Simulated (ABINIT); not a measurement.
The system is Ru.

```xyz
2
Lattice="2.7058 0.0000 0.0000 -1.3529 2.3433 0.0000 0.0000 0.0000 4.2819" Properties=species:S:1:pos:R:3 pbc="T T T"
Ru    1.3529    0.7811    3.2114
Ru    0.0000    1.5622    1.0705
```

Base run:

```yaml
Program: ABINIT 10.8.3 (patched build)
Functional: PBE
Potentials_or_basis: JTH PAW PBE v2.0
Cutoff: 408 eV
k_mesh: 11 × 11 × 6
Occupations: fermi-dirac, width 0.05 eV
Spin: no spin polarisation
```

Its results: band gap on the k mesh none (metal or under the smearing width); pressure 4.2 GPa.

Q: After a change of settings the same cell gave: band gap on the k mesh none (metal or under the smearing width); pressure 19.4 GPa. Which change was it?
A. functional from PBE to revPBE
B. functional from PBE to PBEsol
C. functional from PBE to rPW86PBE
D. functional from PBE to PBEsol; potentials or basis from JTH PAW PBE v2.0 to PseudoDojo NC SR PBEsol v0.4.1 standard; cutoff from 408 eV to 1143 eV

A: C.

Caveats: so large a pressure means that the cell lies far from this level's equilibrium, or that cutoff or potentials fall short (some runs); the potentials were made for another functional, which shifts forces and pressure (some runs).

Not every run made on this cell is shown here.
